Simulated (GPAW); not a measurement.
Runs of GPAW 26.7.0 on ZrB2. The structure is hexagonal, space group P6/mmm (No. 191). The conventional cell has a = 3.170 Å, b = 3.170 Å, c = 3.533 Å, α = 90.00°, β = 90.00°, γ = 120.00°. Zr (site symmetry 6/mmm) has 12 B at 2.54 Å as nearest neighbours. Around B (site symmetry -6m2) lie 3 B at 1.83 Å. 

| task | level | potentials or basis | spin | cell | k mesh | smearing | maxiter | optimizer | fmax | max steps | target pressure | other keys | mesh quality | gap on the mesh (eV) | pressure (GPa) |
| --- | --- | --- | --- | --- | --- | --- | --- | --- | --- | --- | --- | --- | --- | --- | --- |
| relaxation of cell and atoms | rSCAN | GPAW PAW data sets (gpaw-data 1.2.1), pw | off | relaxed to 20 GPa | 7 × 7 × 5 | fermi-dirac 0.05 eV | 150 | LBFGS | 0.01 eV/Å | 100 | 20 GPa | - | not flagged | none | 20.0 |
| density of states | RPBE+D3(BJ) | the program's PAW data sets (release 1.2.1) made for this functional, pw | off | volume scaled by 0.96 | 10 × 10 × 8 | improved-tetrahedron-method | 150 | - | - | - | - | - | not flagged | none | -23.2 |
| relaxation of cell and atoms | AM05 | PAW data sets generated in the run's folder for this functional, pw | off | relaxed | 7 × 7 × 5 | fermi-dirac 0.05 eV | 150 | BFGS | 0.05 eV/Å | 100 | - | - | not flagged | none | 0.2 |
| single point | PBE | GPAW PAW data sets (gpaw-data 1.2.1), pw | off | as given | 5 × 5 × 4 | fermi-dirac 0.05 eV | 75 | - | - | - | - | several, not listed | coarse | none | 0.1 |
| band structure | r2SCAN | GPAW PAW data sets (gpaw-data 1.2.1), pw | SOC, no magnetisation | as given | 7 × 7 × 5 | fermi-dirac 0.05 eV | 150 | - | - | - | - | - | not flagged | - | (a) |

Alike in all rows: cutoff (eV) 800.

Question: Estimate the missing entries.

Answer: (a) 0.6.

Caveats: some runs use coarse meshes; later steps reuse the first step's grids (some runs); the PAW data sets were made with another functional, which shifts forces and pressure a little (some runs); so large a pressure means that the cell lies far from this level's equilibrium, or that cutoff or potentials fall short (some runs); pairwise dispersion overbinds metals, which lowers pressure and volume (some runs); spin-orbit coupling was added after a scalar SCF, so levels and gaps hold it while energy, forces, pressure and moments don't (some runs); this program's spin-orbit splittings come out too wide for heavy elements (some runs).

A k mesh can miss the band edges, and rows without SOC leave out spin-orbit coupling on Zr.

A gap of «none» marks a metal or a gap under the smearing width.
